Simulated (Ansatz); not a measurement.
All numbers below come from Ansatz, DFT PBE, scalar-relativistic, plane waves, PAW. Settings: cutoff 420 eV, Γ-centred meshes spaced at most about 0.3 Å⁻¹ (2π included), Gaussian smearing. No spin polarisation.

Each guess is relaxed in cell and atoms at zero pressure, on a coarse mesh first where it starts far from rest and then on a converged one. The steps can't lower the symmetry of the start, but it can rise. Energies are static (0 K, no zero-point motion).

Two unrelaxed guesses for Al3InAs4:

A.

```
Al In As
1.0
     3.90053    0.00000    0.00000
     0.00000    3.90053    0.00000
     0.00000    0.00000   11.03235
Al In As
3 1 4
Cartesian
  0.0000 0.0000 8.2743
  1.9503 1.9503 5.5162
  0.0000 0.0000 2.7581
  1.9503 1.9503 0.0000
  1.9503 0.0000 6.8952
  0.0000 1.9503 4.1371
  1.9503 0.0000 1.3790
  0.0000 1.9503 9.6533
```

B.

```
Al In As
1.0
    -2.75809    2.75809    5.51618
     2.75809   -2.75809    5.51618
     2.75809    2.75809   -5.51618
Al In As
3 1 4
Direct
  0.75000 0.25000 0.50000
  0.50000 0.50000 0.00000
  0.25000 0.75000 0.50000
  0.00000 0.00000 0.00000
  0.87500 0.37500 0.00000
  0.62500 0.62500 0.50000
  0.37500 0.87500 0.00000
  0.12500 0.12500 0.50000
```

**Question.** Where do they end, and which end is lower?

**Answer.** B ends lower, by 7 meV/atom. A: P-4m2 at 21.0 Å³/atom → P-4m2 at 24.9 Å³/atom; B: I-42m at 21.0 Å³/atom → I-42m at 24.8 Å³/atom. Counting As atoms around Al and In (those within 1.25 times the shortest such distance or 1.15 times the sum of covalent radii), the end of A and the end of B both have Al 4, In 4. End of A. Conventional cell: a = 4.125 Å, c = 11.693 Å. Al on a site of symmetry 2mm is surrounded by 4 As at 2.48–2.50 Å; In has 4 As at 2.64 Å; around As on its first site lie 4 Al at 2.50 Å; 2 more sites not described. End of B. Conventional cell: a = 5.837 Å, c = 11.657 Å. Al on a site of symmetry -4 is surrounded by 4 As at 2.49 Å; In has 4 As at 2.65 Å; around As lie 3 Al at 2.48–2.49 Å and 1 In at 2.65 Å; 1 more site not described.

Ends held by symmetry can be saddle points.
